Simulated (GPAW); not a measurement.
Input of a GPAW 26.7.0 run:

run.py

```python
from ase.eos import EquationOfState
from ase.io import Trajectory, read
from ase.units import GPa
from gpaw import GPAW, PW

atoms = read('POSCAR')

traj = Trajectory('eos.traj', 'w')
volumes, energies = [], []
for x in [0.94, 0.96, 0.98, 1.0, 1.02, 1.04, 1.06]:
    a = atoms.copy()
    a.set_cell(atoms.cell * x**(1 / 3), scale_atoms=True)
    calc = GPAW(mode=PW(800),
                xc={'name': 'BEEF-vdW', 'backend': 'libvdwxc'},
                kpts={'size': (6, 6, 6), 'gamma': True},
                occupations={'name': 'fermi-dirac', 'width': 0.05},
                nbands=36,
                convergence={'density': 1e-05, 'energy': 1e-05},
                maxiter=150,
                txt=f'eos-{x:.2f}.txt')
    a.calc = calc
    energies.append(a.get_potential_energy(force_consistent=True))
    volumes.append(a.get_volume())
    calc.write(f'eos-{x:.2f}.gpw')
    traj.write(a)
    print(f'{x:.2f} {volumes[-1]:10.4f} A^3 {energies[-1]:14.6f} eV', flush=True)

v0, e0, B = EquationOfState(volumes, energies, eos='birchmurnaghan').fit()
print(f'V0 = {v0:.4f} A^3, E0 = {e0:.6f} eV, B0 = {B / GPa:.2f} GPa')
```

POSCAR

```
KTaO3
1.0
    3.9883000000      0.0000000000      0.0000000000
    0.0000000000      3.9883000000      0.0000000000
    0.0000000000      0.0000000000      3.9883000000
Ta K O
1 1 3
Direct
    0.0000000000      0.0000000000      0.0000000000
    0.5000000000      0.5000000000      0.5000000000
    0.0000000000      0.0000000000      0.5000000000
    0.0000000000      0.5000000000      0.0000000000
    0.5000000000      0.0000000000      0.0000000000
```

Potentials or basis: GPAW PAW data sets (gpaw-data 1.2.1), pw.

Command:

```console
$ OMP_NUM_THREADS=1 python run.py
```

Q: Predict the equilibrium volume.

A: 13.23 Å³/atom.

Q: Predict the pressure derivative of the bulk modulus.

A: 4.3.

Q: Predict the bulk modulus.

A: 184 GPa.

Energy against volume, from the lowest point:
```tsv
volume (Å³/atom)	energy (meV/atom)
11.927	88.22
12.180	55.10
12.434	30.49
12.688	13.61
12.942	3.65
13.196	0.00
13.449	2.01
```

Caveat: the PAW data sets were made with another functional, which shifts forces and pressure a little. Spin-orbit coupling is left out, which matters for the levels of Ta.
